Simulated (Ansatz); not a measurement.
A run of Ansatz 0.2.0:

input.yaml

```yaml
crystal:
  lattice:
    - [0.0, 2.77, 2.77]
    - [2.77, 0.0, 2.77]
    - [2.77, 2.77, 0.0]
  atoms:
    - { symbol: Te, position: [0.75, 0.75, 0.75] }
    - { symbol: Be, position: [0.0, 0.0, 0.0] }
hamiltonian:
  xc: r2scan
  pseudopotentials: { kind: paw }
kpoints:
  mp_grid: { grid: [8, 8, 8] }
  band_path:
    path:
      - [[0.0, 0.0, 0.0], [0.5, 0.0, 0.5], [0.5, 0.25, 0.75], [0.375, 0.375, 0.75], [0.0, 0.0, 0.0], [0.5, 0.5, 0.5], [0.625, 0.25, 0.625], [0.5, 0.25, 0.75], [0.5, 0.5, 0.5], [0.375, 0.375, 0.75]]
      - [[0.625, 0.25, 0.625], [0.5, 0.0, 0.5]]
    npoints: 14
scf:
  occupations: { method: fermi_dirac, width: 0.05 }
  n_extra_bands: 6
output:
  forces: true
  stress: true
  eigenvalues: true
  fatbands: true
```

Potentials or basis: Ansatz PAW.

Command:

```console
$ ansatz run input.yaml --threads 2 --pin off --max-ram 5632MiB --backend cpu --events-out ev --progress --plain --runs-dir out
```

Hardware: 2 threads of Intel(R) Xeon(R) Processor @ 2.50GHz (Skylake/Cascade Lake), on a shared host.

Problem. Estimate the wall time of this run.

Solution. Wall time 16 s on 2 threads of Intel(R) Xeon(R) Processor @ 2.50GHz (Skylake/Cascade Lake), on a shared host, peak memory 0.45 GiB. Counts: scf iterations 6, plane waves 1067, k points 29, bands 15.
